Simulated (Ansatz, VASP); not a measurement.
**MgI2 in VASP and in Ansatz**

```
CELL_PARAMETERS angstrom
4.21061 0.00000 0.00000
-2.10530 3.64649 0.00000
0.00000 0.00000 6.67777
ATOMIC_POSITIONS crystal
Mg 0.00000 0.00000 0.00000
I 0.33333 0.66667 0.75763
I 0.66667 0.33333 0.24237
```

Alike in both runs: task single point; functional LDA; k mesh 9 × 9 × 4; occupations gaussian, width 0.05 eV; no spin polarisation.

```csv
,VASP,Ansatz
version,VASP 6.6.1,Ansatz 0.2.0
potentials or method,"VASP PAW LDA potentials, release 64 (Mg, I)","scalar-relativistic, plane waves, PAW"
plane-wave cutoff (eV),520,420
valence electrons in the cell,16,44
```

|  | VASP | Ansatz | Ansatz less VASP |
| --- | --- | --- | --- |
| gap on the k mesh at the Fermi level (eV) | 3.13 | 3.15 | +0.019 |
| least direct gap on the mesh (eV) | 3.17 | 3.16 | -0.006 |
| pressure (GPa) | -1.5 | -1.4 | +0.10 |
| largest component of the traceless stress (GPa) | 0.96 | 0.94 | -0.023 |
| rms of the force components (eV/Å) | 0.017 | 0.012 | -0.0052 |

Atom by atom the forces differ by 0.005 eV/Å (rms over components). The two sets of potentials don't hold the same shells in valence.

Caveats: spin-orbit coupling is left out, which moves the levels of the heavy elements; an odd mesh through Γ misses points on the zone boundary, where band edges often lie. As with any semilocal functional, this LDA gap is likely too small.
